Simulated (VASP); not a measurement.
## Se: equation of state with PBE

Se:

```
CELL_PARAMETERS angstrom
2.81056 0.00000 0.00000
0.00000 2.81056 0.00000
0.00000 0.00000 2.81056
ATOMIC_POSITIONS crystal
Se 0.00000 0.00000 0.00000
```

This isn't the form of Se at room conditions, which is trigonal, of chains.

```json
{
  "Program": "VASP 6.6.1",
  "Task": "equation of state",
  "Functional": "PBE",
  "Potentials or basis": "VASP PAW PBE potentials, release 64 (Se)",
  "Cutoff": "520 eV",
  "k mesh": "9 × 9 × 9",
  "Occupations": "fermi-dirac, width 0.05 eV",
  "Spin": "no spin polarisation"
}
```

- Equilibrium volume: 22.83 Å³/atom
- Bulk modulus: 69 GPa
- Pressure derivative of the bulk modulus: 4.3

Energy against volume, from the lowest point:
| volume (Å³/atom) | energy (meV/atom) |
| --- | --- |
| 20.869 | 42.08 |
| 21.313 | 24.10 |
| 21.757 | 11.44 |
| 22.201 | 3.56 |
| 22.645 | 0.00 |
| 23.089 | 0.33 |
| 23.533 | 4.18 |

All runs of the series together: 55 s on 1 thread of AMD EPYC 7R43 64-Core Processor (Zen 3) (shared host).
